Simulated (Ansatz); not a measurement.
## Calculated ¹¹⁵In NMR of the central transition for InH3O3

Cell: a Materials Project structure (computed, not necessarily an observed phase), taken as it stands.

```cif
data_InH3O3
_symmetry_space_group_name_H-M 'R-3:H'
_symmetry_Int_Tables_number 148
_cell_length_a 11.2986
_cell_length_b 11.2986
_cell_length_c 6.8418
_cell_angle_alpha 90.000
_cell_angle_beta 90.000
_cell_angle_gamma 120.000
loop_
_atom_site_label
_atom_site_type_symbol
_atom_site_symmetry_multiplicity
_atom_site_Wyckoff_symbol
_atom_site_fract_x
_atom_site_fract_y
_atom_site_fract_z
In1 In 9 d 0.8333 0.6667 0.1667
In4 In 3 b 0.0000 0.0000 0.5000
H5 H 18 f 0.3078 0.0665 0.5182
H7 H 18 f 0.8050 0.9242 0.2379
O17 O 18 f 0.3923 0.1130 0.4392
O19 O 18 f 0.8431 0.0059 0.3239
```

One atom of each set is listed; the run and its k-mesh use a cell of 28 atoms with edges of 6.91, 6.91, 6.91 Å.

The numbers come from a DFT calculation in Ansatz (r2SCAN, plane waves and PAW, scalar-relativistic, 500 eV cutoff, Γ-centred 5×5×5 k-points, Fermi–Dirac smearing 0.02 eV).

¹¹⁵In has I = 9/2 and Q = 772.0 mb (Pyykkö 2018); at 18.8 T its Larmor frequency is ν₀ = 176.5 MHz (from the bare nuclear moment; shielding lowers the observed one by a per cent or two). Only the quadrupole interaction is simulated: positions count from each site's isotropic chemical shift, and shift anisotropy, dipolar and J coupling are left out, though they dominate static lines narrower than about 10 kHz.

Problem. What does the ¹¹⁵In spectrum (static powder) show for each site?

Solution. 

```json
{"site": "In1", "first shell": "6 O at 2.16–2.20 Å", "C_Q (MHz)": "84.2", "η": "0.34", "P_Q (MHz)": "85.9", "δ_QIS (ppm)": "-329", "breadth (kHz)": "380"}
{"site": "In4", "first shell": "6 O at 2.17 Å", "C_Q (MHz)": "-1.52", "η": "0.00", "P_Q (MHz)": "1.52", "δ_QIS (ppm)": "-0.103", "breadth (kHz)": "0.0948"}
```

δ_QIS = −(ν_Q²/30ν₀²)[I(I+1) − 3/4](1 + η²/3) × 10⁶ ppm with ν_Q = 3|C_Q|/[2I(2I−1)]; it falls as 1/B₀² in ppm, and the breadth as 1/B₀ in kHz.

An axis of threefold or higher order runs through In4, so V_zz lies along it and η is zero.

Without spin–orbit coupling (the program notes it for In) the gradients are little affected as a rule: paired runs on crystals with a gap mostly move them by under 2 % at such atoms.
